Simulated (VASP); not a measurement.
Runs of VASP 6.6.1 on WS2. The cell holds a sheet with vacuum, 3 atoms: a = 3.170 Å, b = 3.170 Å, c = 19.140 Å, α = 90.00°, β = 90.00°, γ = 120.00°. The cell was built by a generator and needn't be a form met in nature.

| task | level | spin | cell | k mesh | cutoff (eV) | dipole correction | grid for exact exchange (PRECFOCK) | screening parameter | gap on the mesh (eV) | largest force (eV/Å) |
| --- | --- | --- | --- | --- | --- | --- | --- | --- | --- | --- |
| relaxation of cell and atoms | r2SCAN+rVV10 | off | relaxed | 12 × 12 × 1 | 600 | no | - | - | (a) | - |
| work function | PBEsol | off | P-6m2, 55.64 Å³/atom | 12 × 12 × 1 | 520 | yes | - | - | 1.83 | (b) |
| work function | HSE06 | off | P-6m2, 55.64 Å³/atom | 6 × 6 × 1 | 520 | yes | Fast | 0.2 1/A | 2.34 | 0.29 |
| work function | PBEsol | non-collinear, zero start, SOC | P-6m2, 55.64 Å³/atom | 12 × 12 × 1 | 520 | yes | - | - | - | 0.08 |

Alike in all rows: potentials or basis VASP PAW PBE potentials, release 64 (S, W_sv); smearing gaussian 0.03 eV.

Estimate the missing entries.

(a) 1.97; (b) 0.11.

Caveats: the PAW data sets were made with another functional, which shifts forces and pressure a little; spin-orbit coupling is left out, which moves the levels of the heavy elements (some runs).

A k mesh can miss the band edges, and rows without SOC leave out spin-orbit coupling on W.
